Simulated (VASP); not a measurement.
# Rb (Im-3m) in VASP: settings compared, part 2 of 2

VASP 6.6.1.

## 3. Relaxation of the atoms, PBE (a relaxed cell with its volume scaled by 1.06)

Contents of INCAR:

```
SYSTEM = Rb
PREC = Accurate
ENCUT = 600
EDIFF = 1E-7
ISMEAR = 1
SIGMA = 0.1
LREAL = .FALSE.
LASPH = .TRUE.
NELM = 80
ALGO = Fast
ISIF = 2
LWAVE = .FALSE.
LCHARG = .FALSE.
GGA = PE
IBRION = 2
NSW = 40
EDIFFG = -0.01
```

Contents of KPOINTS:

```
regular mesh
0
G
  10 10 10
  0 0 0
```

Contents of POSCAR:

```
Rb                                      
1.0
   -2.8895468964      2.8895468964      2.8895468964
    2.8895468964     -2.8895468964      2.8895468964
    2.8895468964      2.8895468964     -2.8895468964
  Rb            
     1
Direct
     0.0000000000000000    0.0000000000000000    0.0000000000000000
```

Potentials or basis: VASP PAW PBE potentials, release 64 (Rb_sv).

The run is started by

```bash
> cat potpaw_PBE.64/Rb_sv/POTCAR > POTCAR
> mpirun -np 1 vasp_std > vasp.out
```

OUTCAR:

```text
SYSTEM = Rb
   PREC = Accurate
   ENCUT = 600
   EDIFF = 1E-7
   ISMEAR = 1
   LREAL = .FALSE.
   LASPH = .TRUE.
   NELM = 80
   ISIF = 2
   GGA = PE
   IBRION = 2
   NSW = 40
   EDIFFG = -0.01

 ion  position               nearest neighbor table
   1  0.000  0.000  0.000-

  LATTYP: Found a body centered cubic cell.
 ALAT       =     5.7790937928

  Lattice vectors:

 A1 = (  -2.8895468964,   2.8895468964,   2.8895468964)
 A2 = (   2.8895468964,  -2.8895468964,   2.8895468964)
 A3 = (   2.8895468964,   2.8895468964,  -2.8895468964)

Analysis of symmetry for initial positions (statically):
=====================================================================
 Subroutine PRICEL returns:
 Original cell was already a primitive cell.

 Routine SETGRP: Setting up the symmetry group for a
 body centered cubic supercell.

 Subroutine GETGRP returns: Found 48 space group operations
 (whereof 48 operations were pure point group operations)
 out of a pool of 48 trial point group operations.

The static configuration has the point symmetry O_h .

Analysis of symmetry for dynamics (positions and initial velocities):
=====================================================================
 Subroutine PRICEL returns:
 Original cell was already a primitive cell.

 Routine SETGRP: Setting up the symmetry group for a
 body centered cubic supercell.

 Subroutine GETGRP returns: Found 48 space group operations
 (whereof 48 operations were pure point group operations)
 out of a pool of 48 trial point group operations.

The dynamic configuration has the point symmetry O_h .

 Subroutine INISYM returns: Found 48 space group operations
 (whereof 48 operations are pure point group operations),
 and found     1 'primitive' translations

----------------------------------------------------------------------------------------

                                     Primitive cell

[... 112 lines left out ...]
   LORBIT       =      0    0 simple, 1 ext, 2 COOP (PROOUT), +10 PAW based schemes
   GGA     = PE    functional components
   LHFCALC =     F    Hartree Fock is set to
   AEXX    =    0.0000 exact exchange contribution
   IVDW    =     0    specifies the selected vdW correction
   LEPSILON=     F    determine dielectric tensor
   LRPA    =     F    only Hartree local field effects (RPA)
 conjugate gradient relaxation of ions
 non-spin polarized calculation
 RMM-DIIS sequential band-by-band and
 Methfessel and Paxton  Order N= 1 SIGMA  =   0.10
  energy-cutoff  :      600.00
  volume of cell :       96.50
 maximum number of plane-waves:      3300
   NGX = 19   NGY = 19   NGZ = 19

 number of electron       9.0000000 magnetization

 Free energy of the ion-electron system (eV)
  ---------------------------------------------------
  ext. energy  EPLUGINS =         0.00000000
  ---------------------------------------------------
  free energy    TOTEN  =        -0.93038111 eV

  energy without entropy =       -0.92960469  energy(sigma->0) =       -0.93012230

 E-fermi :  -0.1117     XC(G=0):  -5.3276

 val. band max:       -0.1171701196   @ k =  -0.3000   0.4000   0.2000
 cond. band min:      -0.0362853273   @ k =  -0.4000   0.4000   0.2000
 fundamental gap:      0.0808847924
 Fermi energy:        -0.1117083462

 k-point     1 :       0.0000    0.0000    0.0000
  band No.  band energies     occupation
      1     -29.0513      2.00000
      2     -13.0985      2.00000
      3     -13.0985      2.00000
      4     -13.0985      2.00000
      5      -2.0107      2.00000
      6       3.5074      0.00000
      7       3.5074      0.00000
      8       3.5079      0.00000
[... 243 lines left out ...]
 k-point    24 :      -0.3000    0.3000    0.1000
  band No.  band energies     occupation
      1     -29.0490      2.00000
      2     -13.1486      2.00000
      3     -13.1185      2.00000
      4     -13.1043      2.00000
      5      -0.9567      2.00000
      6       1.9752      0.00000
      7       2.7560      0.00000
      8       3.5641      0.00000

 [... further k-points ...]

------------------------ aborting loop because EDIFF is reached ----------------------------------------

  FORCE on cell =-STRESS in cart. coord.  units (eV):
  Direction    XX          YY          ZZ          XY          YZ          ZX
  --------------------------------------------------------------------------------------
  -------------------------------------------------------------------------------------
  Total       -0.0835364     -0.0835364     -0.0835364      0.0000000      0.0000000      0.0000000
  in kB       -1.3868747     -1.3868747     -1.3868747      0.0000000      0.0000000      0.0000000
  external PRESSURE =      -1.3868747 kB  Pullay stress =       0.0000000 kB

 VOLUME and BASIS-vectors are now :
 -----------------------------------------------------------------------------
  energy-cutoff  :      600.00
  volume of cell :       96.50
      direct lattice vectors                 reciprocal lattice vectors
    -2.889546896  2.889546896  2.889546896     0.000000000  0.173037510  0.173037510
     2.889546896 -2.889546896  2.889546896     0.173037510  0.000000000  0.173037510
     2.889546896  2.889546896 -2.889546896     0.173037510  0.173037510  0.000000000

 POSITION                                       TOTAL-FORCE (eV/Angst)
 -----------------------------------------------------------------------------------
      0.00000      0.00000      0.00000         0.000000      0.000000     -0.000000
 -----------------------------------------------------------------------------------
    total drift:                                0.000000      0.000000     -0.000000

  FREE ENERGIE OF THE ION-ELECTRON SYSTEM (eV)
  ---------------------------------------------------
  free  energy   TOTEN  =        -0.9303811135 eV

  energy  without entropy=       -0.9296046856  energy(sigma->0) =       -0.93012230

 reached required accuracy - stopping structural energy minimisation
```

OSZICAR:

```text
N       E                     dE             d eps       ncg     rms          rms(c)
DAV:   1     0.535301943583E+02    0.53530E+02   -0.34893E+03   752   0.903E+02
DAV:   2     0.231707197769E+01   -0.51213E+02   -0.50571E+02   856   0.143E+02
DAV:   3    -0.802503994812E+00   -0.31196E+01   -0.31154E+01   920   0.434E+01
DAV:   4    -0.927899590418E+00   -0.12540E+00   -0.12533E+00  1328   0.672E+00
DAV:   5    -0.928382464039E+00   -0.48287E-03   -0.48286E-03  1032   0.400E-01    0.115E+00
RMM:   6    -0.929174159425E+00   -0.79170E-03   -0.12278E-03   752   0.264E-01    0.696E-01
RMM:   7    -0.930256918161E+00   -0.10828E-02   -0.33457E-03   752   0.439E-01    0.468E-02
RMM:   8    -0.930378227886E+00   -0.12131E-03   -0.18112E-04   798   0.111E-01    0.630E-03
RMM:   9    -0.930380309877E+00   -0.20820E-05   -0.31348E-05   878   0.360E-02    0.453E-03
RMM:  10    -0.930381051196E+00   -0.74132E-06   -0.60957E-06   900   0.159E-02    0.290E-03
RMM:  11    -0.930381068806E+00   -0.17610E-07   -0.13018E-06   827   0.726E-03    0.987E-04
RMM:  12    -0.930381113506E+00   -0.44700E-07   -0.55279E-07   714   0.414E-03
   1 F= -.93038111E+00 E0= -.93012230E+00  d E =-.930381E+00
```

Run time: 28 s. Hardware: 1 thread of Intel Xeon Platinum 8488C (Sapphire Rapids), shared host; peak memory 0.25 GiB.

What came out:

```
Free energy             : -0.9304 eV
Pressure after relaxing : -0.1 GPa
Band gap on the k mesh  : none (metal or under the smearing width)
```

Final structure:
```cif
data_structure
_symmetry_space_group_name_H-M 'P 1'
_symmetry_Int_Tables_number 1
_cell_length_a 5.0048
_cell_length_b 5.0048
_cell_length_c 5.0048
_cell_angle_alpha 109.471
_cell_angle_beta 109.471
_cell_angle_gamma 109.471
_cell_volume 96.50
loop_
_atom_site_label
_atom_site_type_symbol
_atom_site_fract_x
_atom_site_fract_y
_atom_site_fract_z
_atom_site_occupancy
Rb1 Rb 0.00000 0.00000 0.00000 1
```

Caveat: the relaxation stopped at its first step, so nothing moved.

## 4. Relaxation of cell and atoms, LDA

Contents of INCAR:

```
PREC = Accurate ; ENCUT = 600
EDIFF = 1E-6 ; ISMEAR = 1
SIGMA = 0.1 ; LREAL = False
LASPH = True ; NELM = 80
ALGO = Normal ; ISIF = 3
LWAVE = False ; LCHARG = False
IBRION = 2 ; NSW = 90
EDIFFG = -0.01
```

Contents of KPOINTS:

```
Automatic mesh
0
Gamma
  10 10 10
```

Contents of POSCAR:

```
Rb
1.0
   -2.8025000000      2.8025000000      2.8025000000
    2.8025000000     -2.8025000000      2.8025000000
    2.8025000000      2.8025000000     -2.8025000000
Rb
1
Direct
    0.0000000000      0.0000000000      0.0000000000
```

Potentials or basis: VASP PAW LDA potentials, release 64 (Rb_sv).

The run is started by

```bash
> cat potpaw_LDA.64/Rb_sv/POTCAR > POTCAR
> mpirun -np 1 vasp_std > vasp.out
```

Wall time 58 s (1 thread of Intel Xeon Platinum 8488C (Sapphire Rapids), shared host); peak memory 0.22 GiB.

It converged, with:

```
Free energy                            : -1.0555 eV
Relaxed volume                         : 78.04 Å³/atom
Relaxed cell                           : a = 4.663 Å, b = 4.663 Å, c = 4.663 Å, α = 109.47°, β = 109.47°, γ = 109.47°
Space group after relaxing (to 0.05 Å) : Im-3m (No. 229)
Energy gained by relaxing              : 12.1 meV/atom
Ionic steps                            : 4
Pressure after relaxing                : 0.0 GPa
Band gap on the k mesh                 : none (metal or under the smearing width)
```

Step by step:
| step | energy change (eV) | largest force (eV/Å) | pressure (GPa) | volume (Å³) |
| --- | --- | --- | --- | --- |
| 1 | 0.0000 | 0.0000 | -0.35 | 88.04 |
| 2 | -0.0048 | 0.0000 | -0.28 | 85.64 |
| 3 | -0.0113 | 0.0000 | -0.10 | 80.38 |
| 4 | -0.0121 | 0.0000 | 0.00 | 78.04 |

Final structure:
```yaml
crystal:
  lattice:
    - [-2.69202, 2.69202, 2.69202]
    - [2.69202, -2.69202, 2.69202]
    - [2.69202, 2.69202, -2.69202]
  atoms:
    - { symbol: Rb, position: [0.00000, 0.00000, 0.00000] }
```

Levels at points of the mesh, in eV from the Fermi level:
| k point | band 1 | band 2 | band 3 | band 4 | band 5 | band 6 | band 7 | band 8 |
| --- | --- | --- | --- | --- | --- | --- | --- | --- |
| (0.00, 0.00, 0.00) | -28.73 | -12.81 | -12.81 | -12.81 | -2.21 | 3.70 | 3.70 | 3.70 |
| (0.50, 0.00, 0.00) | -28.73 | -12.98 | -12.87 | -12.82 | 0.15 | 0.95 | 2.53 | 4.47 |
| (0.50, 0.50, 0.50) | -28.72 | -12.93 | -12.93 | -12.93 | 1.14 | 1.14 | 3.65 | 3.65 |

Caveat: the volume moved by -11 % from the deposited cell, more than functionals usually miss. Zero-point motion and thermal expansion aren't in these numbers.

## 5. Relaxation of cell and atoms, LDA

This run uses another cell than the first one, of 78.04 Å³/atom, 0.886 times its volume.

Contents of INCAR:

```
PREC = Accurate ; ENCUT = 600
EDIFF = 1E-7 ; ISMEAR = 1
SIGMA = 0.1 ; LREAL = False
LASPH = True ; NELM = 80
ALGO = Normal ; ISIF = 3
LWAVE = False ; LCHARG = False
IBRION = 2 ; NSW = 90
EDIFFG = -0.005
```

KPOINTS is that of step 4.

Contents of POSCAR:

```
Rb                                      
1.0
   -2.6920179977      2.6920179977      2.6920179977
    2.6920179977     -2.6920179977      2.6920179977
    2.6920179977      2.6920179977     -2.6920179977
  Rb            
     1
Direct
     0.0000000000000000    0.0000000000000000    0.0000000000000000
```

The run is started by

```bash
> cat potpaw_LDA.64/Rb_sv/POTCAR > POTCAR
> mpirun -np 1 vasp_std > vasp.out
```

Wall time 20 s (1 thread of Intel Xeon Platinum 8488C (Sapphire Rapids), shared host); peak memory 0.2 GiB.

The run converged. Its results:

```yaml
Free_energy: -1.0554 eV
Pressure_after_relaxing: 0.0 GPa
Band_gap_on_the_k_mesh: none (metal or under the smearing width)
```

Final structure:
```
Rb
1.0
    -2.69202    2.69202    2.69202
     2.69202   -2.69202    2.69202
     2.69202    2.69202   -2.69202
Rb
1
Direct
  0.00000 0.00000 0.00000
```

Levels at points of the mesh, in eV from the Fermi level:
```tsv
k point	band 2	band 3	band 4	band 5	band 6	band 7
(0.00, 0.00, 0.00)	-12.81	-12.81	-12.81	-2.21	3.70	3.70
(0.50, 0.00, 0.00)	-12.98	-12.87	-12.82	0.15	0.95	2.53
(0.50, 0.50, 0.50)	-12.93	-12.93	-12.93	1.14	1.14	3.65
```

Caveat: the relaxation stopped at its first step, so nothing moved.

## 6. Summary

| task | level | potentials or basis | cell | gap on the mesh (eV) | pressure (GPa) |
| --- | --- | --- | --- | --- | --- |
| relaxation of the atoms | PBE | VASP PAW PBE potentials, release 64 (Rb_sv) | atoms relaxed from: a relaxed cell with its volume scaled by 1.04 | none | -0.1 |
| relaxation of the atoms | PBE | VASP PAW PBE potentials, release 64 (Rb_sv) | atoms relaxed from: a relaxed cell with its volume scaled by 1.06 | none | -0.1 |
| relaxation of cell and atoms | LDA | VASP PAW LDA potentials, release 64 (Rb_sv) | relaxed | none | 0.0 |

Alike in all rows: no spin polarisation; k mesh 10 × 10 × 10; cutoff (eV) 600; smearing methfessel-paxton 0.1 eV.

Caveats: the relaxation stopped at its first step, so nothing moved.

Total energies depend on the potentials used, so only differences within one code and one set of settings carry meaning.
